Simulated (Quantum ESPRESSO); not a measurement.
A run of Quantum ESPRESSO 7.5 is set up as follows.

The input pw.in:

```
&CONTROL
  calculation = 'scf'
  prefix = 'pwscf'
  outdir = './tmp'
  pseudo_dir = './pseudo'
  tprnfor = .true.
  tstress = .true.
  disk_io = 'nowf'
/
&SYSTEM
  ibrav = 0
  nat = 1
  ntyp = 1
  ecutwfc = 56
  ecutrho = 448
  nbnd = 16
  occupations = 'smearing'
  smearing = 'fd'
  degauss = 0.00367493
/
&ELECTRONS
  conv_thr = 2d-10
  electron_maxstep = 120
  mixing_beta = 0.5
/
ATOMIC_SPECIES
Ga    69.7230 ga_pbesol_v1.4.uspp.F.UPF
CELL_PARAMETERS angstrom
  -1.3457430000    1.3674810000    2.2797440000
   1.3853220000   -1.3814100000    2.3117950000
   1.3842630000    1.4199300000   -2.2880880000
ATOMIC_POSITIONS crystal
Ga     0.0001720000    0.0118810000    0.0118730000
K_POINTS automatic
13 13 13 0 0 0
```

Potentials or basis: GBRV 1.5 PBEsol.

Launch:

```console
$ OMP_NUM_THREADS=1 mpirun -n 2 pw.x -nk 2 -in pw.in > pw.out
```

**Question.** Estimate the pressure.

**Answer.** -0.1 GPa.

**Question.** Estimate the band gap on the k mesh.

**Answer.** None (metal or under the smearing width).

Stress tensor (GPa, compression positive):
```
 0.09  0.17 -0.01
 0.17 -0.05 -0.14
-0.01 -0.14 -0.44
```
